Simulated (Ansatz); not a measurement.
Input of an Ansatz 0.2.0 run:

The input input.yaml:

```yaml
crystal:
  lattice:
    - [-1.60842, 1.60842, 1.87318]
    - [1.60842, -1.60842, 1.87318]
    - [1.60842, 1.60842, -1.87318]
  atoms:
    - { symbol: Ge, position: [0.5, 0.5, 0.0] }
hamiltonian:
  xc: blyp
  pseudopotentials: { kind: paw }
kpoints:
  mp_grid: { grid: [12, 12, 12] }
  band_path:
    path:
      - [[0.0, 0.0, 0.0], [0.0, 0.0, 0.5], [-0.3686463256, 0.3686463256, 0.5], [-0.4343231628, 0.4343231628, 0.4343231628], [0.0, 0.0, 0.0], [0.5, 0.5, -0.5], [0.4343231628, 0.5656768372, -0.4343231628], [0.0, 0.5, 0.0], [0.25, 0.25, 0.25], [0.5, 0.5, -0.3686463256], [0.5, 0.5, -0.5]]
      - [[0.0, 0.0, 0.5], [0.25, 0.25, 0.25]]
    npoints: 14
scf:
  occupations: { method: fermi_dirac, width: 0.05 }
  n_extra_bands: 6
output:
  forces: true
  stress: true
  eigenvalues: true
  fatbands: false
  write_density: true
  write_potential: true
  elf: true
  volumetric_format: npy
```

Potentials or basis: Ansatz PAW.

The run is started by

```sh
$ ansatz run input.yaml --threads 2 --pin off --max-ram 5632MiB --backend cpu --events-out ev --progress --plain --runs-dir out
```

(1) What does it give for the band gap on the k mesh?

(2) Estimate the pressure.

## Answers

(1) none (metal or under the smearing width).

(2) 7.1 GPa.

Caveat: the PAW data sets come from PBE, with cores solved anew for the run's functional, which leaves a small shift of forces and pressure.
